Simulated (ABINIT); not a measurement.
# Cu (P6_3/mmc) in ABINIT: single point with LDA

Aim: the single point of Cu with LDA.

Everything below comes from runs of ABINIT 10.8.3 (patched build). Logs are shortened: lines on timing, memory, paths and dates and some standing lists are left out, and cuts for length are marked. The log counts tension as positive stress, the text compression.

## 1. The crystal as given

Symmetry: P6_3/mmc, No. 194, hexagonal system. The conventional cell has a = 2.534 Å, b = 2.534 Å, c = 4.113 Å, α = 90.00°, β = 90.00°, γ = 120.00°. Cu (site symmetry -6m2) has 12 Cu at 2.52 to 2.53 Å as nearest neighbours.

This isn't the form of Cu at room conditions, which is fcc.

## 2. Single point, LDA

Contents of run.abi:

```
# Pseudopotentials
pp_dirpath "./"
pseudos "Cu.upf"

# Structure
acell 3*1.0 Angstrom
rprim
     2.5340966698     0.0000000000     0.0000000000
    -1.2670483349     2.1945920917     0.0000000000
     0.0000000000     0.0000000000     4.1125710000
ntypat 1
znucl 29
natom 2
typat 1 1
xred
     0.6666666667     0.3333333333     0.7500000000
     0.3333333333     0.6666666667     0.2500000000

# Plane-wave basis
ecut 1251.723767 eV

# k points
kptopt 1
ngkpt 9 9 5
nshiftk 1
shiftk 0.0 0.0 0.0

# Exchange and correlation
ixc 7

# Bands and occupations
nband 23
occopt 3
tsmear 0.00183747

# SCF cycle
nstep 100
tolvrs 1.0e-10

# Output
iomode 3
prtwf 0
prteig 0
prtebands 0
enunit 2
prtden 1
prtvha 1
prtvclmb 1
prtpot 1
prtelf 1
```

Potentials or basis: PseudoDojo NC SR LDA v0.4.1 standard.

Launch:

```bash
> mpirun --bind-to none -np 4 abinit run.abi > log 2>&1
```

run.abo:

```text
.Version 10.8.3 of ABINIT
 Symmetries : space group P6_3/m m c (#194); Bravais hP (primitive hexag.)
================================================================================
 Values of the parameters that define the memory need of the present run
     intxc =       0    ionmov =       0      iscf =       7    lmnmax =       6
     lnmax =       6     mgfft =      48  mpssoang =       3    mqgrid =    3001
     natom =       2  nloc_mem =       1    nspden =       1   nspinor =       1
    nsppol =       1      nsym =      24    n1xccc =    2501    ntypat =       1
    occopt =       3   xclevel =       1
       mpw =        2340          nfft =       43200          nkpt =          36
================================================================================
================================================================================

--------------------------------------------------------------------------------
------------- Echo of variables that govern the present computation ------------
--------------------------------------------------------------------------------
 -outvars: echo values of preprocessed input variables --------
            acell      1.8897261259E+00  1.8897261259E+00  1.8897261259E+00 Bohr
              amu      6.35460000E+01
             ecut      4.60000000E+01 Hartree
           enunit           2
              ixc           7
         kptrlatt        9    0    0      0    9    0      0    0    5
          kptrlen      3.88581643E+01
            natom           2
            nband          23
            ngfft          30      30      48
             nkpt          36
            nstep         100
             nsym          24
           ntypat           1
           occopt           3
        prtebands           0
           prteig           0
           prtelf           1
           prtpot           1
         prtvclmb           1
           prtvha           1
            prtwf           0
            rprim      2.5340966698E+00  0.0000000000E+00  0.0000000000E+00
                      -1.2670483349E+00  2.1945920917E+00  0.0000000000E+00
                       0.0000000000E+00  0.0000000000E+00  4.1125710000E+00
          spgroup         194
           tolvrs      1.00000000E-10
           tsmear      1.83747000E-03 Hartree
            typat      1  1
           xangst      1.2670483349E+00  7.3153069723E-01  3.0844282500E+00
                       2.4271379184E-17  1.4630613945E+00  1.0281427500E+00
            xcart      2.3943743412E+00  1.3823926705E+00  5.8287246475E+00
                       4.5866259356E-17  2.7647853409E+00  1.9429082158E+00
             xred      6.6666666667E-01  3.3333333333E-01  7.5000000000E-01
                       3.3333333333E-01  6.6666666667E-01  2.5000000000E-01
[... 117 lines left out ...]

 Mean square residual over all n,k,spin=   48.027E-08; max=  13.726E-05
 reduced coordinates (array xred) for    2 atoms
       0.666666666667      0.333333333333      0.750000000000
       0.333333333333      0.666666666667      0.250000000000
 rms dE/dt=  6.1451E-29; max dE/dt=  1.3463E-28; dE/dt below (all hartree)
    1       0.000000000000      0.000000000000      0.000000000000
    2       0.000000000000      0.000000000000      0.000000000000

 cartesian coordinates (angstrom) at end:
    1      1.26704833490000     0.73153069723333     3.08442825000000
    2      0.00000000000000     1.46306139446667     1.02814275000000

 cartesian forces (hartree/bohr) at end:
    1      0.00000000000000     0.00000000000000    -0.00000000000000
    2     -0.00000000000000    -0.00000000000000    -0.00000000000000
 frms,max,avg= 4.6857147E-30 7.0285721E-30   0.000E+00  0.000E+00  0.000E+00 h/b

 cartesian forces (eV/Angstrom) at end:
    1      0.00000000000000     0.00000000000000    -0.00000000000000
    2     -0.00000000000000    -0.00000000000000    -0.00000000000000
 frms,max,avg= 2.4094914E-28 3.6142371E-28   0.000E+00  0.000E+00  0.000E+00 e/A
 length scales=  1.889726125908  1.889726125908  1.889726125908 bohr
              =  1.000000000000  1.000000000000  1.000000000000 angstroms
 Fermi (or HOMO) energy (hartree) =   0.37354   Average Vxc (hartree)=  -0.51688
 Eigenvalues (hartree) for nkpt=  36  k points:
 kpt#   1, nband= 23, wtk=  0.00247, kpt=  0.0000  0.0000  0.0000 (reduced coord)
  -3.74174   -3.74109   -2.19457   -2.19103   -2.19103   -2.19031   -2.19031   -2.18986
   0.01120    0.17292    0.25453    0.25591    0.25591    0.26434    0.26434    0.27535
   0.27535    0.30569    0.30569    0.32767    0.51330    1.17158    1.17220
      occupation numbers for kpt#   1
   2.00000    2.00000    2.00000    2.00000    2.00000    2.00000    2.00000    2.00000
   2.00000    2.00000    2.00000    2.00000    2.00000    2.00000    2.00000    2.00000
   2.00000    2.00000    2.00000    2.00000    0.00000    0.00000    0.00000
 prteigrs : prtvol=0 or 1, do not print more k-points.

 Fermi (or HOMO) energy (eV) =  10.16460   Average Vxc (eV)= -14.06505
 Eigenvalues (   eV  ) for nkpt=  36  k points:
 kpt#   1, nband= 23, wtk=  0.00247, kpt=  0.0000  0.0000  0.0000 (reduced coord)
-101.81788 -101.80024  -59.71735  -59.62096  -59.62096  -59.60137  -59.60137  -59.58911
   0.30463    4.70528    6.92619    6.96372    6.96372    7.19292    7.19292    7.49267
   7.49267    8.31831    8.31831    8.91623   13.96771   31.88030   31.89724
 prteigrs : prtvol=0 or 1, do not print more k-points.

--- !EnergyTerms
iteration_state     : {dtset: 1, }
comment             : Components of total free energy in Hartree
kinetic             :  1.73641213829639E+02
hartree             :  1.10885951039274E+02
xc                  : -4.60725681494649E+01
Ewald energy        : -2.44891503343070E+02
psp_core            :  1.07139083598833E+01
local_psp           : -3.16112545174004E+02
non_local_psp       : -6.70890964362844E+01
internal            : -3.78924639874027E+02
'-kT*entropy'       : -6.58682616927423E-05
total_energy        : -3.78924705742289E+02
total_energy_eV     : -1.03110665260981E+04
band_energy         : -3.56927424857992E+01
...

 Cartesian components of stress tensor (hartree/bohr^3)
  sigma(1 1)=  3.39622185E-04  sigma(3 2)=  0.00000000E+00
  sigma(2 2)=  3.39622184E-04  sigma(3 1)=  0.00000000E+00
  sigma(3 3)=  1.96601070E-04  sigma(2 1)=  0.00000000E+00

-Cartesian components of stress tensor (GPa)         [Pressure= -8.5894E+00 GPa]
- sigma(1 1)=  9.99202964E+00  sigma(3 2)=  0.00000000E+00
- sigma(2 2)=  9.99202963E+00  sigma(3 1)=  0.00000000E+00
- sigma(3 3)=  5.78420318E+00  sigma(2 1)=  0.00000000E+00

== END DATASET(S) ==============================================================
================================================================================

 -outvars: echo values of variables after computation  --------
            acell      1.8897261259E+00  1.8897261259E+00  1.8897261259E+00 Bohr
           etotal     -3.7892470574E+02
            fcart      7.0285720803E-30  4.0579479826E-30 -0.0000000000E+00
                      -7.0285720803E-30 -4.0579479826E-30 -0.0000000000E+00
            rprim      2.5340966698E+00  0.0000000000E+00  0.0000000000E+00
                      -1.2670483349E+00  2.1945920917E+00  0.0000000000E+00
                       0.0000000000E+00  0.0000000000E+00  4.1125710000E+00
           strten      3.3962218452E-04  3.3962218404E-04  1.9660107012E-04
                       0.0000000000E+00  0.0000000000E+00  0.0000000000E+00
           xangst      1.2670483349E+00  7.3153069723E-01  3.0844282500E+00
                       2.4271379184E-17  1.4630613945E+00  1.0281427500E+00
             xred      6.6666666667E-01  3.3333333333E-01  7.5000000000E-01
                       3.3333333333E-01  6.6666666667E-01  2.5000000000E-01
 Calculation completed.
```

Wall time 7.6 s (4 MPI ranks of AMD EPYC 9R45 (Zen 5), shared host); peak memory 0.28 GiB.

Results:

* Free energy: -10311.0665 eV
* Pressure: -8.6 GPa
* Band gap on the k mesh: none (metal or under the smearing width)
* Valence electrons inside the program's atomic spheres: Cu 17.37 (radii [1.0584] Å)
